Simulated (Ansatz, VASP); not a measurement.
**WS2 in VASP and in Ansatz**

File POSCAR:

```
WS2
1.0
    3.1540974956      0.0000000029      0.0000000000
   -1.5770487503      2.7315285558      0.0000000000
    0.0000000000      0.0000000000     12.1405496618
W S
2 4
Direct
    0.3333333333      0.6666666667      0.2500000000
    0.6666666667      0.3333333333      0.7500000000
    0.3333333333      0.6666666667      0.6202943474
    0.6666666667      0.3333333333      0.1202943474
    0.3333333333      0.6666666667      0.8797056526
    0.6666666667      0.3333333333      0.3797056526
```

INCAR.step1

```
PREC = Accurate
ENCUT = 520
ISMEAR = 0
SIGMA = 0.02
LREAL = F
LASPH = T
NELM = 60
NBANDS = 35
GGA = PE
ALGO = Normal
EDIFF = 1E-4
LWAVE = T
LCHARG = F
```

Contents of INCAR.step2:

```
PREC = Accurate
ENCUT = 520
EDIFF = 1E-6
ISMEAR = 0
SIGMA = 0.02
LREAL = F
LASPH = T
NELM = 60
ALGO = Normal
ISIF = 2
LWAVE = F
LCHARG = F
METAGGA = R2SCAN
LMIXTAU = T
NBANDS = 35
ISTART = 1
```

Contents of KPOINTS:

```
Automatic mesh
0
Gamma
  12 12 4
```

Input for Ansatz:

```yaml
crystal:
  lattice:
    - [3.1540974956, 2.9e-09, 0.0]
    - [-1.5770487503, 2.7315285558, 0.0]
    - [0.0, 0.0, 12.1405496618]
  atoms:
    - { symbol: W, position: [0.3333333333, 0.6666666667, 0.25] }
    - { symbol: W, position: [0.6666666667, 0.3333333333, 0.75] }
    - { symbol: S, position: [0.3333333333, 0.6666666667, 0.6202943474] }
    - { symbol: S, position: [0.6666666667, 0.3333333333, 0.1202943474] }
    - { symbol: S, position: [0.3333333333, 0.6666666667, 0.8797056526] }
    - { symbol: S, position: [0.6666666667, 0.3333333333, 0.3797056526] }
basis:
  ecutwfc: 500
kpoints:
  mp_grid: { grid: [12, 12, 4] }
  band_path:
    path:
      - [0.0, 0.0, 0.0]
      - [0.5, 0.0, 0.0]
      - [0.3333333333, 0.3333333333, 0.0]
      - [0.0, 0.0, 0.5]
      - [0.5, 0.0, 0.5]
      - [0.3333333333, 0.3333333333, 0.5]
      - [0.174479, 0.174479, 0.0]
    npoints: 1
hamiltonian:
  xc: r2scan
scf:
  occupations: { method: gaussian, width: 0.02 }
  n_extra_bands: 6
output:
  forces: true
  stress: true
  eigenvalues: true
```

Alike in both runs: task single point; functional r2SCAN; k mesh 12 × 12 × 4; occupations gaussian, width 0.02 eV; no spin polarisation.

|  | VASP | Ansatz |
| --- | --- | --- |
| version | VASP 6.6.1 | Ansatz 0.2.0 |
| potentials or method | VASP PAW PBE potentials, release 64 (W_sv, S) | scalar-relativistic, plane waves, PAW |
| plane-wave cutoff (eV) | 520 | 500 |
| valence electrons in the cell | 52 | 52 |

|  | VASP | Ansatz | Ansatz less VASP |
| --- | --- | --- | --- |
| gap on the k mesh at the Fermi level (eV) | 1.01 | 1.00 | -0.014 |
| least direct gap on the mesh (eV) | 1.96 | 1.96 | -0.003 |
| pressure (GPa) | 2.4 | 2.2 | -0.21 |
| largest component of the traceless stress (GPa) | 1.06 | 1.01 | -0.054 |
| rms of the force components (eV/Å) | 0.124 | 0.135 | +0.0107 |

Atom by atom the forces differ by 0.011 eV/Å (rms over components). With one functional, cell and mesh, what is left measures potentials, basis and numerics.

Caveats: the PAW data sets were made with another functional, which shifts forces and pressure a little (VASP); spin-orbit coupling is left out, which moves the levels of the heavy elements. A k mesh can miss the band edges.
